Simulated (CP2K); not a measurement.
Runs of CP2K 2026.2 on Os. It takes space group P6_3/mmc (No. 194, hexagonal). The conventional cell has a = 2.734 Å, b = 2.734 Å, c = 4.320 Å, α = 90.00°, β = 90.00°, γ = 120.00°. Around Os (site symmetry -6m2) lie 12 Os at 2.68 to 2.73 Å. 

```tsv
task	level	potentials or basis	smearing	NGRIDS	potentials	points a segment of the path (NPOINTS)	bands added on the path	gap on the mesh (eV)	pressure (GPa)
band structure	LDA	GTH_POTENTIALS Os GTH-PADE-q16; TZVP-MOLOPT-PBE-GTH basis	fermi-dirac 0.05 eV	5	Os GTH-PADE-q16 of GTH_POTENTIALS	8	6	none	-29.8
single point	PBE	POTENTIAL_UZH Os GTH-PBE-q16; TZVP-MOLOPT-PBE-GTH basis	gaussian 0.011 eV	5	Os GTH-PBE-q16 of POTENTIAL_UZH	-	-	none	(a)
band structure	PBE	POTENTIAL_UZH Os GTH-PBE-q16; TZVP-MOLOPT-PBE-GTH basis	fermi-dirac 0.05 eV	5	Os GTH-PBE-q16 of POTENTIAL_UZH	8	6	none	6.9
band structure	RPBE	POTENTIAL_UZH Os GTH-PBE-q16; TZVP-MOLOPT-PBE-GTH basis	fermi-dirac 0.05 eV	4	Os GTH-PBE-q16 of POTENTIAL_UZH	8	4	none	10.2
```

Alike in all rows: no spin polarisation; cell as given; k mesh 11 × 11 × 6.

Task: Fill in the values left out.

Result: (a) 6.8.

Caveats: the basis of atomic orbitals isn't converged, which shifts pressures, moduli and gaps; spin-orbit coupling is left out, which moves the levels of the heavy elements (some runs); a pressure of tens of GPa on the cell as given is suspect, and the run, the potentials or the cell itself is likely at fault (some runs); the potentials were made for another functional, which shifts forces and pressure (some runs).

A k mesh can miss the band edges, and the runs leave out spin-orbit coupling on Os.

A gap of «none» marks a metal or a gap under the smearing width.
